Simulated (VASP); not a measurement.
# ZnS (F-43m) in VASP: a series of runs

One crystal, ZnS, is run at these levels: PBE; tasks: dielectric tensor.

Program: VASP 6.6.1. These are calculated values, not measurements. Logs are shortened: lines on timing, memory, paths and dates and some standing lists are left out, and cuts for length are marked.

**1. The crystal as given**

The structure is cubic, space group F-43m (No. 216). Conventional cell: a = 5.404 Å, b = 5.404 Å, c = 5.404 Å, α = 90.00°, β = 90.00°, γ = 90.00°. Around Zn (site symmetry -43m) lie 4 S at 2.34 Å. S (site symmetry -43m) is surrounded by 4 Zn at 2.34 Å.

**2. Dielectric tensor, PBE**

INCAR

```
PREC     = Accurate       # precision mode
ENCUT    = 350            # plane-wave cutoff, eV
EDIFF    = 1E-8           # SCF threshold, eV
ISMEAR   = 0              # smearing method
SIGMA    = 0.01           # smearing width, eV
LREAL    = F              # projectors in reciprocal space
LASPH    = T              # aspherical terms in the spheres
NELM     = 100            # most SCF steps
ALGO     = Normal         # electronic algorithm
ISIF     = 2              # what is computed and relaxed
LWAVE    = F              # write WAVECAR
LCHARG   = F              # write CHGCAR
GGA      = PE             # functional
LEPSILON = T              # dielectric tensor by DFPT
```

KPOINTS

```
regular mesh
0
Gamma
  5 5 5
```

POSCAR

```
ZnS
1.0
    0.0000000000      2.7020000000      2.7020000000
    2.7020000000      0.0000000000      2.7020000000
    2.7020000000      2.7020000000      0.0000000000
Zn S
1 1
Direct
    0.7500000000      0.7500000000      0.7500000000
    0.0000000000      0.0000000000      0.0000000000
```

Potentials or basis: VASP PAW PBE potentials, release 64 (Zn, S).

Run with:

```sh
> cat potpaw_PBE.64/Zn/POTCAR potpaw_PBE.64/S/POTCAR > POTCAR
> mpirun -np 1 vasp_std > vasp.out
```

OUTCAR:

```text
PREC = Accurate
   ENCUT = 350
   EDIFF = 1E-8
   ISMEAR = 0
   LREAL = F
   LASPH = T
   NELM = 100
   ISIF = 2
   GGA = PE
   LEPSILON = T

 Found     10 irreducible k-points:

 Following reciprocal coordinates:
            Coordinates               Weight
  0.000000  0.000000  0.000000      1.000000
  0.200000  0.000000  0.000000      8.000000
  0.400000  0.000000  0.000000      8.000000
  0.200000  0.200000  0.000000      6.000000
  0.400000  0.200000  0.000000     24.000000
 -0.400000  0.200000  0.000000     24.000000
   k-points           NKPTS =     10   k-points in BZ     NKDIM =     10   number of bands    NBANDS=     13
   number of dos      NEDOS =    301   number of ions     NIONS =      2
   total plane-waves  NPLWV =  13824
   dimension x,y,z NGX =    24 NGY =   24 NGZ =   24
   dimension x,y,z NGXF=    48 NGYF=   48 NGZF=   48
   ions per type =               1   1
   NGX,Y,Z   is equivalent  to a cutoff of  10.44, 10.44, 10.44 a.u.
   NGXF,Y,Z  is equivalent  to a cutoff of  20.88, 20.88, 20.88 a.u.
 SYSTEM =  unknown system
   PREC   = accura    normal or accurate (medium, high low for compatibility)
   ISTART =      0    job   : 0-new  1-cont  2-samecut
   ICHARG =      2    charge: 1-file 2-atom 10-const
   ISPIN  =      1    spin polarized calculation?
   LNONCOLLINEAR =      F non collinear calculations
   LSORBIT =      F    spin-orbit coupling
   LASPH  =      T    aspherical Exc in radial PAW
   ENCUT  =  350.0 eV  25.72 Ry    5.07 a.u.   5.83  5.83  5.83*2*pi/ulx,y,z
   NELM   =    100;   NELMIN=  2; NELMDL= -5     # of ELM steps
   EDIFF  = 0.1E-07   stopping-criterion for ELM
   LREAL  =      F    real-space projection
   EDIFFG = 0.1E-06   stopping-criterion for IOM
   NSW    =      0    number of steps for IOM
   IBRION =     -1    ionic relax: 0-MD 1-quasi-New 2-CG
   NFREE  =      0    steps in history (QN), initial steepest desc. (CG)
   ISIF   =      2    stress and relaxation
   ISYM   =      2    0-nonsym 1-usesym 2-fastsym
   POTIM  = 0.5000    time-step for ionic-motion
   TEBEG  =    0.0;   TEEND  =   0.0 temperature during run
   PSTRESS=    0.0 pullay stress
   NELECT =      18.0000    total number of electrons
   NUPDOWN=      -1.0000    fix difference up-down
   EMIN   =  10.00;   EMAX   =-10.00  energy-range for DOS
   EFERMI =   0.00;   METHOD = LEGACY
   ISMEAR =     0;   SIGMA  =   0.01  broadening in eV -4-tet -1-fermi 0-gaus
   EFERMI_NEDOS =   21; number of points for ismear=-14 and -15
   IALGO  =     38    algorithm
   IMIX   =      4    mixing-type and parameters
     AMIX     =   0.40;   BMIX     =  1.00
     AMIX_MAG =   1.60;   BMIX_MAG =  1.00
  volume/ion in A,a.u.               =      19.73       133.12
  Fermi-wavevector in a.u.,A,eV,Ry     =   1.260290  2.381602 21.610537  1.588330
  Thomas-Fermi vector in A             =   2.393807
   LORBIT       =      0    0 simple, 1 ext, 2 COOP (PROOUT), +10 PAW based schemes
   GGA     = PE    functional components
   LHFCALC =     F    Hartree Fock is set to
   AEXX    =    0.0000 exact exchange contribution
   IVDW    =     0    specifies the selected vdW correction
   LEPSILON=     T    determine dielectric tensor
   LRPA    =     F    only Hartree local field effects (RPA)
 non-spin polarized calculation
 Gauss-broadening in eV      SIGMA  =   0.01
  energy-cutoff  :      350.00
  volume of cell :       39.45
 maximum number of plane-waves:       600
   NGX = 11   NGY = 11   NGZ = 11

--------------------------------------- Ionic step        1  -------------------------------------------

 number of electron      17.9999961 magnetization

 E-fermi :   2.2310     XC(G=0):  -9.6275

 val. band max:        2.1174057560   @ k =   0.0000   0.0000   0.0000
 cond. band min:       4.2247232613   @ k =   0.0000   0.0000   0.0000
 fundamental gap:      2.1073175053
 Fermi energy:         2.2309618143

 k-point     1 :       0.0000    0.0000    0.0000
  band No.  band energies     occupation
      1     -11.0260      2.00000
      2      -4.2157      2.00000
      3      -4.2157      2.00000
      4      -4.2157      2.00000
      5      -3.7165      2.00000
      6      -3.7165      2.00000
      7       2.1174      2.00000
      8       2.1174      2.00000
      9       2.1174      2.00000
     10       4.2247      0.00000
     11       8.5066      0.00000
     12       8.5066      0.00000
     13       8.5067      0.00000

 k-point     2 :       0.2000    0.0000    0.0000
  band No.  band energies     occupation
      1     -10.7417      2.00000
      2      -4.1989      2.00000
      3      -4.1679      2.00000
      4      -4.1679      2.00000
      5      -3.7179      2.00000
      6      -3.7179      2.00000
      7      -0.0321      2.00000
      8       1.7835      2.00000
      9       1.7835      2.00000
     10       5.4875      0.00000
     11       8.6532      0.00000
     12       9.0174      0.00000
     13       9.0174      0.00000

 k-point     3 :       0.4000    0.0000    0.0000
  band No.  band energies     occupation
      1     -10.2027      2.00000
      2      -4.1080      2.00000
      3      -4.1080      2.00000
      4      -3.8737      2.00000
      5      -3.6944      2.00000
      6      -3.6944      2.00000
      7      -2.4956      2.00000
      8       1.3223      2.00000
      9       1.3223      2.00000
     10       5.4738      0.00000
     11       9.0949      0.00000
     12       9.0949      0.00000
     13      10.5969      0.00000

 k-point     4 :       0.2000    0.2000    0.0000
  band No.  band energies     occupation
      1     -10.6466      2.00000
      2      -4.2565      2.00000
      3      -4.1187      2.00000
      4      -4.1187      2.00000
      5      -3.7507      2.00000
      6      -3.6905      2.00000
      7       0.1370      2.00000
      8       1.2213      2.00000
      9       1.2213      2.00000
     10       6.2996      0.00000
     11       7.0924      0.00000
     12       9.9797      0.00000
     13       9.9797      0.00000

 k-point     5 :       0.4000    0.2000    0.0000
  band No.  band energies     occupation
      1     -10.1814      2.00000
      2      -4.1728      2.00000
      3      -4.0373      2.00000
      4      -3.9940      2.00000
      5      -3.7023      2.00000
      6      -3.6729      2.00000
      7      -1.7030      2.00000
      8       0.4357      2.00000
      9       0.7325      2.00000
     10       6.5100      0.00000
     11       7.8153      0.00000
     12       9.7187      0.00000
     13      10.5477      0.00000

 k-point     6 :      -0.4000    0.2000    0.0000
  band No.  band energies     occupation
      1      -9.9761      2.00000
      2      -4.0975      2.00000
      3      -4.0337      2.00000
      4      -3.7656      2.00000
      5      -3.7006      2.00000
      6      -3.5063      2.00000
      7      -2.7363      2.00000
      8      -0.2042      2.00000
      9       0.9097      2.00000
     10       6.6310      0.00000
     11       8.4134      0.00000
     12      10.0882      0.00000
     13      10.7542      0.00000

 [... further k-points ...]

  FORCE on cell =-STRESS in cart. coord.  units (eV):
  Direction    XX          YY          ZZ          XY          YZ          ZX
  --------------------------------------------------------------------------------------
  -------------------------------------------------------------------------------------
  Total        0.3985916      0.3985916      0.3985916     -0.0000000     -0.0000000     -0.0000000
  in kB       16.1864914     16.1864914     16.1864914     -0.0000000     -0.0000000     -0.0000000
  external PRESSURE =      16.1864914 kB  Pullay stress =       0.0000000 kB

 VOLUME and BASIS-vectors are now :
 -----------------------------------------------------------------------------
  energy-cutoff  :      350.00
  volume of cell :       39.45
      direct lattice vectors                 reciprocal lattice vectors
     0.000000000  2.702000000  2.702000000    -0.185048113  0.185048113  0.185048113
     2.702000000  0.000000000  2.702000000     0.185048113 -0.185048113  0.185048113
     2.702000000  2.702000000  0.000000000     0.185048113  0.185048113 -0.185048113

 POSITION                                       TOTAL-FORCE (eV/Angst)
 -----------------------------------------------------------------------------------
      4.05300      4.05300      4.05300         0.000000     -0.000000      0.000000
      0.00000      0.00000      0.00000        -0.000000      0.000000     -0.000000
 -----------------------------------------------------------------------------------
    total drift:                               -0.000001     -0.000001     -0.000002

  FREE ENERGIE OF THE ION-ELECTRON SYSTEM (eV)
  ---------------------------------------------------
  free  energy   TOTEN  =        -6.8339364198 eV

  energy  without entropy=       -6.8339364198  energy(sigma->0) =       -6.83393642

 HEAD OF MICROSCOPIC STATIC DIELECTRIC TENSOR (INDEPENDENT PARTICLE, excluding Hartree and local field effects)
 ------------------------------------------------------
           7.162824     0.000000    -0.000000
           0.000000     7.162824     0.000000
           0.000000     0.000000     7.162824
 ------------------------------------------------------

 Free energy of the ion-electron system (eV)
  ---------------------------------------------------
  ---------------------------------------------------
  free energy    TOTEN  =        -0.68123199 eV

  energy without entropy =       -0.68123199

------------------------ aborting loop because EDIFF is reached ----------------------------------------

--------------------------------------- Ionic step        2  -------------------------------------------

------------------------ aborting loop because EDIFF is reached ----------------------------------------

--------------------------------------- Ionic step        3  -------------------------------------------

 Free energy of the ion-electron system (eV)
  ---------------------------------------------------
  ---------------------------------------------------
  free energy    TOTEN  =        -0.68123217 eV

  energy without entropy =       -0.68123217

------------------------ aborting loop because EDIFF is reached ----------------------------------------

 PIEZOELECTRIC TENSOR FIELD DIRECTION 3  (e Angst)
 -----------------------------------------------------------------------------
    -0.00001 -1.73975  0.00000           (  0.00000  0.03901  0.00000)
    -1.73975 -0.00001  0.00000           (  0.03901  0.00000  0.00000)
     0.00000  0.00000 -0.00195           (  0.00000  0.00000 -0.00000)

 PIEZOELECTRIC TENSOR FIELD DIRECTION 3  (C/m^2)
 -----------------------------------------------------------------------------
    -0.00000 -0.70650  0.00000
    -0.70650 -0.00000  0.00000
     0.00000  0.00000 -0.00079

 MACROSCOPIC STATIC DIELECTRIC TENSOR (including local field effects in DFT)
 ------------------------------------------------------
           6.799024    -0.000000    -0.000000
           0.000000     6.799024    -0.000000
           0.000000    -0.000000     6.799024
 ------------------------------------------------------

 PIEZOELECTRIC TENSOR (including local field effects)  for field in x, y, z        (e  Angst)
          XX          YY          ZZ          XY          YZ          ZX
  --------------------------------------------------------------------------------
  x    -0.00000     0.00000    -0.00000     0.00000    -1.77930     0.00000
  y     0.00000     0.00000    -0.00000     0.00000     0.00000    -1.77930
  z    -0.00000    -0.00000     0.00000    -1.77930     0.00000     0.00000

 PIEZOELECTRIC TENSOR (including local field effects)  for field in x, y, z        (C/m^2)
          XX          YY          ZZ          XY          YZ          ZX
  --------------------------------------------------------------------------------
  x    -0.00000     0.00000    -0.00000     0.00000    -0.72256     0.00000
  y     0.00000     0.00000    -0.00000     0.00000     0.00000    -0.72256
  z    -0.00000    -0.00000     0.00000    -0.72256     0.00000     0.00000

 BORN EFFECTIVE CHARGES (including local field effects) (in |e|, cummulative output)
 ---------------------------------------------------------------------------------
 ion    1
    1     2.14703     0.00000     0.00000
    2     0.00000     2.14703     0.00000
    3     0.00000     0.00000     2.14703
 ion    2
    1    -2.14703     0.00000     0.00000
    2     0.00000    -2.14703     0.00000
    3     0.00000     0.00000    -2.14703
```

Run time: 37 s. Hardware: 1 thread of Intel Xeon Platinum 8488C (Sapphire Rapids), shared host; peak memory 0.15 GiB.

The run converged, but some of its settings lie outside the range that counts as converged, so its numbers aren't taken as properties of the crystal.

Results:

* Band gap on the k mesh: 2.11 eV, direct
* Electronic dielectric tensor (diagonal): 6.80
* Born charges (mean of the diagonal): Zn +2.15; S -2.15 e

**3. Dielectric tensor, PBE**

INCAR: that of step 2 with these lines changed.

```diff
@@ -1,3 +1,3 @@
 PREC     = Accurate       # precision mode
-ENCUT    = 350            # plane-wave cutoff, eV
+ENCUT    = 300            # plane-wave cutoff, eV
 EDIFF    = 1E-8           # SCF threshold, eV
```

KPOINTS

```
regular mesh
0
Gamma
  6 6 6
```

POSCAR is that of step 2.

Potentials or basis: VASP PAW PBE potentials, release 64 (Zn, S).

Run with:

```sh
> cat potpaw_PBE.64/Zn/POTCAR potpaw_PBE.64/S/POTCAR > POTCAR
> mpirun -np 1 vasp_std > vasp.out
```

OUTCAR:

```text
PREC = Accurate
   ENCUT = 300
   EDIFF = 1E-8
   ISMEAR = 0
   LREAL = F
   LASPH = T
   NELM = 100
   ISIF = 2
   GGA = PE
   LEPSILON = T

 Found     16 irreducible k-points:

 Following reciprocal coordinates:
            Coordinates               Weight
  0.000000  0.000000  0.000000      1.000000
  0.166667  0.000000  0.000000      8.000000
  0.333333  0.000000  0.000000      8.000000
  0.500000  0.000000  0.000000      4.000000
  0.166667  0.166667  0.000000      6.000000
  0.333333  0.166667  0.000000     24.000000
   k-points           NKPTS =     16   k-points in BZ     NKDIM =     16   number of bands    NBANDS=     13
   number of dos      NEDOS =    301   number of ions     NIONS =      2
   total plane-waves  NPLWV =  13824
   dimension x,y,z NGX =    24 NGY =   24 NGZ =   24
   dimension x,y,z NGXF=    48 NGYF=   48 NGZF=   48
   ions per type =               1   1
   NGX,Y,Z   is equivalent  to a cutoff of  10.44, 10.44, 10.44 a.u.
   NGXF,Y,Z  is equivalent  to a cutoff of  20.88, 20.88, 20.88 a.u.
 SYSTEM =  unknown system
   PREC   = accura    normal or accurate (medium, high low for compatibility)
   ISTART =      0    job   : 0-new  1-cont  2-samecut
   ICHARG =      2    charge: 1-file 2-atom 10-const
   ISPIN  =      1    spin polarized calculation?
   LNONCOLLINEAR =      F non collinear calculations
   LSORBIT =      F    spin-orbit coupling
   LASPH  =      T    aspherical Exc in radial PAW
   ENCUT  =  300.0 eV  22.05 Ry    4.70 a.u.   5.40  5.40  5.40*2*pi/ulx,y,z
   NELM   =    100;   NELMIN=  2; NELMDL= -5     # of ELM steps
   EDIFF  = 0.1E-07   stopping-criterion for ELM
   LREAL  =      F    real-space projection
   EDIFFG = 0.1E-06   stopping-criterion for IOM
   NSW    =      0    number of steps for IOM
   IBRION =     -1    ionic relax: 0-MD 1-quasi-New 2-CG
   NFREE  =      0    steps in history (QN), initial steepest desc. (CG)
   ISIF   =      2    stress and relaxation
   ISYM   =      2    0-nonsym 1-usesym 2-fastsym
   POTIM  = 0.5000    time-step for ionic-motion
   TEBEG  =    0.0;   TEEND  =   0.0 temperature during run
   PSTRESS=    0.0 pullay stress
   NELECT =      18.0000    total number of electrons
   NUPDOWN=      -1.0000    fix difference up-down
[... 170 lines left out ...]
 ------------------------------------------------------

 Free energy of the ion-electron system (eV)
  ---------------------------------------------------
  ---------------------------------------------------
  free energy    TOTEN  =        -0.62561850 eV

  energy without entropy =       -0.62561850

------------------------ aborting loop because EDIFF is reached ----------------------------------------

--------------------------------------- Ionic step        2  -------------------------------------------

------------------------ aborting loop because EDIFF is reached ----------------------------------------

--------------------------------------- Ionic step        3  -------------------------------------------

 Free energy of the ion-electron system (eV)
  ---------------------------------------------------
  ---------------------------------------------------
  free energy    TOTEN  =        -0.62561874 eV

  energy without entropy =       -0.62561874

------------------------ aborting loop because EDIFF is reached ----------------------------------------

 PIEZOELECTRIC TENSOR FIELD DIRECTION 3  (e Angst)
 -----------------------------------------------------------------------------
    -0.00000 -1.69177  0.00000           ( -0.00000  0.02634  0.00000)
    -1.69177 -0.00000  0.00000           (  0.02634 -0.00000  0.00000)
     0.00000  0.00000 -0.00105           (  0.00000  0.00000 -0.00000)

 PIEZOELECTRIC TENSOR FIELD DIRECTION 3  (C/m^2)
 -----------------------------------------------------------------------------
    -0.00000 -0.68702  0.00000
    -0.68702 -0.00000  0.00000
     0.00000  0.00000 -0.00043

 MACROSCOPIC STATIC DIELECTRIC TENSOR (including local field effects in DFT)
 ------------------------------------------------------
           6.316269     0.000000    -0.000000
           0.000000     6.316269     0.000000
           0.000000    -0.000000     6.316269
 ------------------------------------------------------

 PIEZOELECTRIC TENSOR (including local field effects)  for field in x, y, z        (e  Angst)
          XX          YY          ZZ          XY          YZ          ZX
  --------------------------------------------------------------------------------
  x     0.00000    -0.00000    -0.00000     0.00000    -1.71469     0.00000
  y    -0.00000     0.00000    -0.00000     0.00000     0.00000    -1.71469
  z    -0.00000    -0.00000     0.00000    -1.71469     0.00000     0.00000

 PIEZOELECTRIC TENSOR (including local field effects)  for field in x, y, z        (C/m^2)
          XX          YY          ZZ          XY          YZ          ZX
  --------------------------------------------------------------------------------
  x     0.00000    -0.00000    -0.00000     0.00000    -0.69632     0.00000
  y    -0.00000     0.00000    -0.00000     0.00000     0.00000    -0.69632
  z    -0.00000    -0.00000     0.00000    -0.69632     0.00000     0.00000

 BORN EFFECTIVE CHARGES (including local field effects) (in |e|, cummulative output)
 ---------------------------------------------------------------------------------
 ion    1
    1     2.05952    -0.00000    -0.00000
    2    -0.00000     2.05952     0.00000
    3     0.00000     0.00000     2.05952
 ion    2
    1    -2.05952     0.00000     0.00000
    2     0.00000    -2.05952    -0.00000
    3     0.00000     0.00000    -2.05952
```

It took 64 s on 1 thread of Intel Xeon Platinum 8488C (Sapphire Rapids), shared host; peak memory 0.16 GiB.

These settings aren't checked as converged: the numbers below hold their error.

Results:

```
Band gap on the k mesh                  : 2.11 eV, direct
Electronic dielectric tensor (diagonal) : 6.32
Born charges (mean of the diagonal)     : Zn +2.06; S -2.06 e
```

Caveat: the cutoff is under 1.25 times the usual one of these potentials, so pressure, stress and relaxed cells hold a basis-set (Pulay) error.
